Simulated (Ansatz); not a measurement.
**P: pressure against volume**

P, Pm-3m, a = 2.407 Å. This isn't the element's structure at ambient conditions. Ansatz: PBE+D3(BJ), PAW, 420 eV, Γ-centred 18×18×18 mesh on 1 atom, Gaussian smearing 0.10 eV; no spin polarisation. Shape and atoms are relaxed at each volume; pressure is positive in compression.

```tsv
V (Å³/atom)	P (GPa)
12.276	?
12.695	15.04
13.113	9.10
13.532	4.08
13.950	0.05
14.369	-3.13
14.787	-6.12
15.346	-9.57
```

Q: Take V0 = 13.950 Å³/atom, count pressures from its P0 = 0.05 GPa, fit the third-order Birch–Murnaghan form to the other rows, and predict the missing pressure.

A: With the Eulerian strain f = ½[(V0/V)^(2/3) − 1] and y = (P − P0)/[3f(1 + 2f)^(5/2)], the form is the line y = B0 + 1.5 B0 (B0′ − 4) f. Rows (f, y): 0.03243, 131.7; 0.02106, 129.2; 0.01024, 124.7; -0.00977, 114.0; -0.01905, 119.0; -0.03080, 122.0. Means f = 0.0006850, y = 123.43; Σ(Δf)² = 0.003004, ΣΔfΔy = 0.6233; the slope is their ratio. y = 123.3 + 207.5 f GPa, so B0 = 123.3 GPa and B0′ = 4 + 2 × (207.5)/(3 × 123.3) = 5.12. At V = 12.276, f = 0.04448, y = 132.53 and P = 21.93 GPa. The run gave 21.98 GPa, so the fit is 0.05 GPa too low, within the rms miss on the fitted rows (0.21 GPa).